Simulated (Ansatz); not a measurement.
The system is P.

```
P
1.0
     1.64774   -5.46504    0.00000
     1.64774    5.46504    0.00000
     0.00000    0.00000    4.54364
P
4
Direct
  0.90414 0.09586 0.58882
  0.09586 0.90414 0.41118
  0.59586 0.40414 0.08882
  0.40414 0.59586 0.91118
```

| Quantity | Value |
| --- | --- |
| Program | Ansatz 0.2.0 |
| Task | relaxation of cell and atoms |
| Functional | PBE |
| Dispersion | D3(BJ) |
| Potentials or basis | Ansatz PAW |
| Cutoff | 420 eV (not typed: the program's choice for these potentials) |
| k mesh | 8 × 8 × 6 |
| Occupations | fermi-dirac, width 0.05 eV |
| Spin | no spin polarisation |

At the start: volume 20.46 Å³/atom.

Problem. Where does the relaxation end?

Solution. It ends after 8 steps and the volume is 17.57 Å³/atom (-14.1 %); space group Cmce (No. 64, to 0.05 Å).

Step by step:
| step | energy change (eV) | largest force (eV/Å) | volume (Å³) |
| --- | --- | --- | --- |
| 1 | 0.0000 | 0.3529 | 81.83 |
| 2 | -0.0885 | 0.0984 | 74.05 |
| 3 | -0.1056 | 0.1858 | 68.56 |
| 4 | -0.1210 | 0.1288 | 69.34 |
| 5 | -0.1240 | 0.1469 | 69.50 |
| 6 | -0.1274 | 0.0273 | 70.71 |
| 7 | -0.1278 | 0.0059 | 70.30 |
| 8 | -0.1272 | 0.0057 | 70.30 |

Final structure:
```
P
1.0
     1.66050   -5.08423    0.00000
     1.66050    5.08423    0.00000
     0.00000    0.00000    4.16344
P
4
Direct
  0.89334 0.10666 0.57157
  0.10666 0.89334 0.42843
  0.60666 0.39334 0.07157
  0.39334 0.60666 0.92843
```

Caveat: the plane-wave basis is chosen anew once the cell has moved, so the energies of steps on either side of that aren't comparable; pairwise dispersion overbinds metals, which lowers pressure and volume.
